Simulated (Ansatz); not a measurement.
## AlN and its competing phases

Computed with DFT PBE, scalar-relativistic, plane waves, PAW in Ansatz 0.2.0. Settings: cutoff 420 eV, Γ-centred meshes spaced at most about 0.3 Å⁻¹ (2π included), Gaussian smearing. No spin polarisation.

Energies over the elements count from the elements' standard structures at the same level (N₂ as a molecule), with no fitted energy shifts.

All energies are static (0 K, no zero-point motion).

The competitors are the elements and 1 reference phase of this chemical system (from databases or known types: AlN), relaxed at the same level; other known phases may be missing.

The candidate was reached from: 4-connected net, two elements alternating.

```cif
data_structure
_symmetry_space_group_name_H-M 'Pnma'
_symmetry_Int_Tables_number 62
_cell_length_a 10.8879
_cell_length_b 3.1733
_cell_length_c 5.0714
_cell_angle_alpha 90.000
_cell_angle_beta 90.000
_cell_angle_gamma 90.000
_cell_volume 175.22
loop_
_atom_site_label
_atom_site_type_symbol
_atom_site_symmetry_multiplicity
_atom_site_Wyckoff_symbol
_atom_site_fract_x
_atom_site_fract_y
_atom_site_fract_z
_atom_site_occupancy
Al1 Al 4 c 0.04573 0.25000 0.31122 1
Al2 Al 4 c 0.20777 0.25000 0.82369 1
N1 N 4 c 0.04463 0.25000 0.70878 1
N2 N 4 c 0.21069 0.25000 0.20115 1
```

Task: Where does it stand against these competitors?

Result: Not the lowest form: another structure of the same formula lies lower. Its formation energy is -1.295 eV/atom. The lowest competing phase at this composition is this:

```json
{"phase": "AlN", "space group": "P6_3mc (No. 186)", "source": "COD", "share of atoms": "1.0000", "ΔE_f (eV/atom)": "-1.368"}
```

The candidate lies 73 meV/atom above this phase. The candidate matches no cell in the subsets of the Crystallography Open Database and the Materials Project at hand. It is metastable at best. Checks: no imaginary mode on a 1×2×1 q mesh.
